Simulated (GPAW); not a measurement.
Runs of GPAW 26.7.0 on Ag. The structure is cubic, space group Fm-3m (No. 225). The conventional cell has a = 4.085 Å, b = 4.085 Å, c = 4.085 Å, α = 90.00°, β = 90.00°, γ = 90.00°. Around Ag (site symmetry m-3m) lie 12 Ag at 2.89 Å. 

```tsv
task	level	potentials or basis	spin	k mesh	cutoff (eV)	eigensolver	hybrids on these orbitals	band path	band points	spin axis theta (degrees)	mesh quality	pressure (GPa)	V0 of scaled cells (Å³/atom)	B0 (GPa)
equation of state	OLYP+D3	PAW data sets generated in the run's folder for this functional, pw	off	11 × 11 × 11	600	davidson	-	-	-	-	not flagged	-	16.72	85
equation of state	PW91	PAW data sets generated in the run's folder for this functional, pw	off	11 × 11 × 11	600	-	-	-	-	-	not flagged	-	(a)	90
one-shot levels on a semilocal density	LDA	the program's PAW data sets (release 1.2.1) made for this functional, pw	off	7 × 7 × 7	500	-	["HSE06", "B3LYP", "HSE03"]	-	-	-	coarse	-7.8	-	-
band structure	MS2	GPAW PAW data sets (gpaw-data 1.2.1), pw	SOC, no magnetisation	11 × 11 × 11	600	-	-	GXWKGLUWLK,UX	100	0	not flagged	-2.3	-	-
equation of state	vdW-DF-cx	GPAW PAW data sets (gpaw-data 1.2.1), pw	off	11 × 11 × 11	600	-	-	-	-	-	not flagged	-	17.27	106
band structure	WC	PAW data sets generated in the run's folder for this functional, pw	SOC, no magnetisation	11 × 11 × 11	600	-	-	GXWKGLUWLK,UX	100	90	not flagged	(b)	-	-
equation of state	revPBE+D3	the program's PAW data sets (release 1.2.1) made for this functional, pw	off	11 × 11 × 11	600	-	-	-	-	-	not flagged	-	(c)	87
band structure	LDA	JTH PAW 2.0, LDA, pw	off	11 × 11 × 11	600	-	-	GXWKGLUWLK,UX	80	-	not flagged	(d)	-	-
```

Alike in all rows: cell as given; smearing fermi-dirac 0.05 eV.

Task: Estimate the missing entries.

Result: (a) 17.75; (b) -2.2; (c) 16.98; (d) -7.7.

Caveats: some runs use coarse meshes; spin-orbit coupling was added after a scalar SCF, so levels and gaps hold it while energy, forces, pressure and moments don't (some runs); this program's spin-orbit splittings come out too wide for heavy elements (some runs); the PAW data sets were made with another functional, which shifts forces and pressure a little (some runs); the cutoff is short for stress and forces, so pressures can be off by a GPa or more (some runs); one-shot exact exchange on a metal's smeared states is rough (some runs); the program truncates these outside data sets (some runs).

The runs don't all hold the same shells in valence.

Runs at the PBE level aren't shown here.
